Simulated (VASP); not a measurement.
# Ag (Fm-3m) in VASP: single point with PBE

Aim: the single point of Ag with PBE.

Everything below comes from runs of VASP 6.6.1. Logs are shortened: lines on timing, memory, paths and dates and some standing lists are left out, and cuts for length are marked.

## 1. The crystal as given

The structure is cubic, space group Fm-3m (No. 225). The conventional cell has a = 4.146 Å, b = 4.146 Å, c = 4.146 Å, α = 90.00°, β = 90.00°, γ = 90.00°. Ag (site symmetry m-3m) is surrounded by 12 Ag at 2.93 Å.

## 2. Single point, PBE

INCAR

```
SYSTEM = Ag
  PREC = Accurate
  ENCUT = 520
  EDIFF = 1E-7
  ISMEAR = 1
  SIGMA = 0.1
  LREAL = .False.
  LASPH = .True.
  NELM = 80
  ALGO = Fast
  ISIF = 2
  LWAVE = .False.
  LCHARG = .False.
  GGA = PE
  ICORELEVEL = 1
```

KPOINTS

```
Automatic mesh
0
Gamma
  15 15 22
  0 0 0
```

POSCAR

```
Ag
1.0
    2.9314808700      0.0000000000      0.0000000000
   -1.4657404300      2.5387369000      0.0000000000
    1.4657404300      0.8462456300      2.3935441000
Ag
1
Direct
    0.0000000000      0.0000000000      0.0000000000
```

Potentials or basis: VASP PAW PBE potentials, release 64 (Ag).

On the command line:

```sh
$ cat potpaw_PBE.64/Ag/POTCAR > POTCAR
$ mpirun -np 1 vasp_std > vasp.out
```

OUTCAR:

```text
SYSTEM = Ag
   PREC = Accurate
   ENCUT = 520
   EDIFF = 1E-7
   ISMEAR = 1
   LREAL = .False.
   LASPH = .True.
   NELM = 80
   ISIF = 2
   GGA = PE

 ion  position               nearest neighbor table
   1  0.000  0.000  0.000-

  LATTYP: Found a face centered cubic cell.
 ALAT       =     4.1457400042

  Lattice vectors:

 A1 = (  -2.9314808700,   0.0000000000,   0.0000000000)
 A2 = (  -1.4657404400,   0.8462456300,   2.3935441000)
 A3 = (  -1.4657404300,   2.5387369000,   0.0000000000)

Analysis of symmetry for initial positions (statically):
=====================================================================
 Subroutine PRICEL returns:
 Original cell was already a primitive cell.

 Routine SETGRP: Setting up the symmetry group for a
 face centered cubic supercell.

 Subroutine GETGRP returns: Found 48 space group operations
 (whereof 48 operations were pure point group operations)
 out of a pool of 48 trial point group operations.

The static configuration has the point symmetry O_h .

Analysis of symmetry for dynamics (positions and initial velocities):
=====================================================================
 Subroutine PRICEL returns:
 Original cell was already a primitive cell.

 Routine SETGRP: Setting up the symmetry group for a
 face centered cubic supercell.

 Subroutine GETGRP returns: Found 48 space group operations
 (whereof 48 operations were pure point group operations)
 out of a pool of 48 trial point group operations.

The dynamic configuration has the point symmetry O_h .

 Subroutine INISYM returns: Found 48 space group operations
 (whereof 48 operations are pure point group operations),
 and found     1 'primitive' translations

----------------------------------------------------------------------------------------

                                     Primitive cell

  volume of cell :      17.8134

  direct lattice vectors                    reciprocal lattice vectors
     2.931480870  0.000000000  0.000000000     0.341124518  0.196948332 -0.278527003
    -1.465740430  2.538736900  0.000000000     0.000000000  0.393896666 -0.139263501
     1.465740430  0.846245630  2.393544100     0.000000000  0.000000000  0.417790506

  length of vectors
     2.931480870  2.931480864  2.931480860     0.482422920  0.417790505  0.417790506

  position of ions in fractional coordinates (direct lattice)
     0.000000000  0.000000000  0.000000000

  ion indices of the primitive-cell ions
   primitive index   ion index
                 1           1

----------------------------------------------------------------------------------------

 KPOINTS: Automatic mesh

Automatic generation of k-mesh.
 Grid dimensions read from file:
 generate k-points for:   15   15   22

 Generating k-lattice:

  Cartesian coordinates                     Fractional coordinates (reciprocal lattice)
     0.022741635  0.013129889 -0.018568467     0.066666667  0.000000000 -0.000000000
     0.000000000  0.026259778 -0.009284233     0.000000000  0.066666667  0.000000000
     0.000000000  0.000000000  0.018990478     0.000000000  0.000000000  0.045454545

  Length of vectors
     0.032161528  0.027852700  0.018990478

  Shift w.r.t. Gamma in fractional coordinates (k-lattice)
     0.000000000  0.000000000  0.000000000

 -----------------------------------------------------------------------------
|                                                                             |
|           W    W    AA    RRRRR   N    N  II  N    N   GGGG   !!!           |
|           W    W   A  A   R    R  NN   N  II  NN   N  G    G  !!!           |
|           W    W  A    A  R    R  N N  N  II  N N  N  G       !!!           |
|           W WW W  AAAAAA  RRRRR   N  N N  II  N  N N  G  GGG   !            |
|           WW  WW  A    A  R   R   N   NN  II  N   NN  G    G                |
|           W    W  A    A  R    R  N    N  II  N    N   GGGG   !!!           |
|                                                                             |
|     Your reciprocal lattice and k-lattice belong to different lattice       |
|     classes:                                                                |
|                                                                             |
|        The reciprocal lattice is body-centered cubic,                       |
|        whereas your k-lattice is base-centered monoclinic.                  |
|                                                                             |
|     Results are often still useful ...                                      |
|                                                                             |
 -----------------------------------------------------------------------------

 WARNING: IBZKPT: internal override: KBLOWUP is changed to .FALSE.
      ... skipping the blow-up phase ...

 Subroutine IBZKPT returns following result:
 ===========================================

 Found   1328 irreducible k-points:

 Following reciprocal coordinates:
            Coordinates               Weight
  0.000000  0.000000  0.000000      1.000000
  0.066667 -0.000000  0.000000      2.000000
  0.133333  0.000000  0.000000      2.000000
  0.200000  0.000000  0.000000      2.000000
  0.266667  0.000000  0.000000      2.000000
  0.333333  0.000000  0.000000      2.000000
[... 16 lines left out ...]
  0.400000  0.133333  0.000000      4.000000
 -0.066667  0.133333  0.000000      2.000000
 [... further k-points ...]
   k-points           NKPTS =   1328   k-points in BZ     NKDIM =   1328   number of bands    NBANDS=      9
   number of dos      NEDOS =    301   number of ions     NIONS =      1
   total plane-waves  NPLWV =  13824
   dimension x,y,z NGX =    24 NGY =   24 NGZ =   24
   dimension x,y,z NGXF=    48 NGYF=   48 NGZF=   48
   ions per type =               1
   NGX,Y,Z   is equivalent  to a cutoff of  13.61, 13.61, 13.61 a.u.
   NGXF,Y,Z  is equivalent  to a cutoff of  27.22, 27.22, 27.22 a.u.
 SYSTEM =  Ag
   PREC   = accura    normal or accurate (medium, high low for compatibility)
   ISTART =      0    job   : 0-new  1-cont  2-samecut
   ICHARG =      2    charge: 1-file 2-atom 10-const
   ISPIN  =      1    spin polarized calculation?
   LNONCOLLINEAR =      F non collinear calculations
   LSORBIT =      F    spin-orbit coupling
   LASPH  =      T    aspherical Exc in radial PAW
   ENCUT  =  520.0 eV  38.22 Ry    6.18 a.u.   5.45  5.45  5.45*2*pi/ulx,y,z
   NELM   =     80;   NELMIN=  2; NELMDL= -5     # of ELM steps
   EDIFF  = 0.1E-06   stopping-criterion for ELM
   LREAL  =      F    real-space projection
   EDIFFG = 0.1E-05   stopping-criterion for IOM
   NSW    =      0    number of steps for IOM
   IBRION =     -1    ionic relax: 0-MD 1-quasi-New 2-CG
   NFREE  =      0    steps in history (QN), initial steepest desc. (CG)
   ISIF   =      2    stress and relaxation
   ISYM   =      2    0-nonsym 1-usesym 2-fastsym
   POTIM  = 0.5000    time-step for ionic-motion
   TEBEG  =    0.0;   TEEND  =   0.0 temperature during run
   PSTRESS=    0.0 pullay stress
   NELECT =      11.0000    total number of electrons
   NUPDOWN=      -1.0000    fix difference up-down
   EMIN   =  10.00;   EMAX   =-10.00  energy-range for DOS
   EFERMI =   0.00;   METHOD = LEGACY
   ISMEAR =     1;   SIGMA  =   0.10  broadening in eV -4-tet -1-fermi 0-gaus
   EFERMI_NEDOS =   21; number of points for ismear=-14 and -15
   IALGO  =     68    algorithm
   IMIX   =      4    mixing-type and parameters
     AMIX     =   0.40;   BMIX     =  1.00
     AMIX_MAG =   1.60;   BMIX_MAG =  1.00
  volume/ion in A,a.u.               =      17.81       120.21
  Fermi-wavevector in a.u.,A,eV,Ry     =   1.394088  2.634445 26.442686  1.943483
  Thomas-Fermi vector in A             =   2.517671
   LORBIT       =      0    0 simple, 1 ext, 2 COOP (PROOUT), +10 PAW based schemes
   GGA     = PE    functional components
   LHFCALC =     F    Hartree Fock is set to
   AEXX    =    0.0000 exact exchange contribution
   IVDW    =     0    specifies the selected vdW correction
   LEPSILON=     F    determine dielectric tensor
   LRPA    =     F    only Hartree local field effects (RPA)
 non-spin polarized calculation
 RMM-DIIS sequential band-by-band and
 Methfessel and Paxton  Order N= 1 SIGMA  =   0.10
  energy-cutoff  :      520.00
  volume of cell :       17.81
 maximum number of plane-waves:       531
 NGX is ok and might be reduce to    24
   NGX = 11   NGY = 11   NGZ = 11

 number of electron      11.0000000 magnetization

 Free energy of the ion-electron system (eV)
  ---------------------------------------------------
  ext. energy  EPLUGINS =         0.00000000
  ---------------------------------------------------
  free energy    TOTEN  =        -2.71699587 eV

  energy without entropy =       -2.71700080  energy(sigma->0) =       -2.71699751

 the core state eigenenergies are
   1-  1s -25314.3686  2s  -3718.0342  2p  -3333.5393  3s   -672.9175  3p   -546.6840
       3d   -347.7693  4s    -84.1107  4p    -47.5638

 E-fermi :   7.9484     XC(G=0): -11.9506

 val. band max:        7.9478932755   @ k =   0.2667   0.2667   0.3182
 cond. band min:       7.9548072803   @ k =   0.3333   0.4667   0.0455
 fundamental gap:      0.0069140048
 Fermi energy:         7.9484023895

 k-point     1 :       0.0000    0.0000    0.0000
  band No.  band energies     occupation
      1       0.3847      2.00000
      2       3.1816      2.00000
      3       3.1816      2.00000
      4       3.1816      2.00000
      5       4.1377      2.00000
      6       4.1377      2.00000
      7      23.7593      0.00000
      8      27.0786      0.00000
      9      27.0786      0.00000

 k-point     2 :       0.0667   -0.0000    0.0000
  band No.  band energies     occupation
      1       0.5635      2.00000
      2       3.1146      2.00000
      3       3.2446      2.00000
      4       3.2446      2.00000
      5       4.0716      2.00000
      6       4.1667      2.00000
      7      23.8011      0.00000
      8      26.4047      0.00000
      9      26.5795      0.00000

 k-point     3 :       0.1333    0.0000    0.0000
  band No.  band energies     occupation
      1       1.0720      2.00000
      2       2.9291      2.00000
      3       3.4288      2.00000
      4       3.4288      2.00000
      5       3.9120      2.00000
      6       4.2494      2.00000
      7      23.9125      0.00000
      8      25.2174      0.00000
      9      25.2644      0.00000

 k-point     4 :       0.2000    0.0000    0.0000
  band No.  band energies     occupation
      1       1.7602      2.00000
      2       2.6660      2.00000
      3       3.7200      2.00000
      4       3.7200      2.00000
      5       3.8391      2.00000
      6       4.3731      2.00000
      7      23.4440      0.00000
      8      23.4440      0.00000
      9      24.0928      0.00000

 k-point     5 :       0.2667    0.0000    0.0000
  band No.  band energies     occupation
      1       2.1430      2.00000
      2       2.3774      2.00000
      3       4.0887      2.00000
      4       4.0887      2.00000
      5       4.3790      2.00000
      6       4.5181      2.00000
      7      21.6665      0.00000
      8      21.6665      0.00000
      9      22.5585      0.00000

 k-point     6 :       0.3333    0.0000    0.0000
  band No.  band energies     occupation
      1       2.0359      2.00000
      2       2.1137      2.00000
      3       4.4843      2.00000
      4       4.4843      2.00000
      5       4.6599      2.00000
      6       5.7458      2.00000
      7      19.7130      0.00000
      8      20.1226      0.00000
      9      20.1226      0.00000
[... 169 lines left out ...]
 k-point    21 :       0.2667    0.1333    0.0000
  band No.  band energies     occupation
      1       2.1205      2.00000
      2       2.3506      2.00000
      3       3.9275      2.00000
      4       4.1658      2.00000
      5       4.8341      2.00000
      6       6.5165      2.00000
      7      17.4765      0.00000
      8      19.9342      0.00000
      9      20.6072      0.00000

 k-point    22 :       0.3333    0.1333    0.0000
  band No.  band energies     occupation
      1       1.9501      2.00000
      2       2.1213      2.00000
      3       4.3222      2.00000
      4       4.4513      2.00000
      5       4.9515      2.00000
      6       8.2756     -0.00004
      7      16.4051      0.00000
      8      17.2419      0.00000
      9      19.5259      0.00000

 k-point    23 :       0.4000    0.1333    0.0000
  band No.  band energies     occupation
      1       1.8348      2.00000
      2       2.0034      2.00000
      3       4.5553      2.00000
      4       4.6455      2.00000
      5       4.9891      2.00000
      6       9.9876      0.00000
      7      14.6885      0.00000
      8      16.1858      0.00000
      9      18.9546      0.00000

 k-point    24 :      -0.0667    0.1333    0.0000
  band No.  band energies     occupation
      1       0.7360      2.00000
      2       3.0930      2.00000
      3       3.2665      2.00000
      4       3.2955      2.00000
      5       4.0559      2.00000
      6       4.1619      2.00000
      7      23.6550      0.00000
      8      24.8923      0.00000
      9      26.3929      0.00000

 [... further k-points ...]

------------------------ aborting loop because EDIFF is reached ----------------------------------------

  FORCE on cell =-STRESS in cart. coord.  units (eV):
  Direction    XX          YY          ZZ          XY          YZ          ZX
  --------------------------------------------------------------------------------------
  -------------------------------------------------------------------------------------
  Total        0.0001312      0.0001312      0.0001312      0.0000000     -0.0000000     -0.0000000
  in kB        0.0118030      0.0118030      0.0118030      0.0000000     -0.0000000     -0.0000000
  external PRESSURE =       0.0118030 kB  Pullay stress =       0.0000000 kB

 VOLUME and BASIS-vectors are now :
 -----------------------------------------------------------------------------
  energy-cutoff  :      520.00
  volume of cell :       17.81
      direct lattice vectors                 reciprocal lattice vectors
     2.931480870  0.000000000  0.000000000     0.341124518  0.196948332 -0.278527003
    -1.465740430  2.538736900  0.000000000     0.000000000  0.393896666 -0.139263501
     1.465740430  0.846245630  2.393544100     0.000000000  0.000000000  0.417790506

 POSITION                                       TOTAL-FORCE (eV/Angst)
 -----------------------------------------------------------------------------------
      0.00000      0.00000      0.00000         0.000000      0.000000      0.000000
 -----------------------------------------------------------------------------------
    total drift:                                0.000000     -0.000000      0.000000

  FREE ENERGIE OF THE ION-ELECTRON SYSTEM (eV)
  ---------------------------------------------------
  free  energy   TOTEN  =        -2.7169958680 eV

  energy  without entropy=       -2.7170007998  energy(sigma->0) =       -2.71699751
```

It took 2.7 min on 1 thread of Intel Xeon Platinum 8375C at 2.90GHz (Ice Lake), shared host; peak memory 0.36 GiB.

What came out:

```
Free energy            : -2.7170 eV
Pressure               : 0.0 GPa
Band gap on the k mesh : none (metal or under the smearing width)
```

Levels at points of the mesh, in eV from the Fermi level:
```
           k point  band 2  band 3  band 4  band 5  band 6  band 7  band 8  band 9
(0.00, 0.00, 0.00)   -4.77   -4.77   -4.77   -3.81   -3.81   15.81   19.13   19.13
(0.00, 0.00, 0.50)   -4.79   -4.79   -3.07   -3.07   -0.39    3.25   15.04   17.31
```

Core levels (eV, on the scale of the bands):
```tsv
atom	levels
1 Ag	1s -25314.4, 2s -3718.0, 2p -3333.5, 3s -672.9, 3p -546.7, 3d -347.8, 4s -84.1, 4p -47.6
```
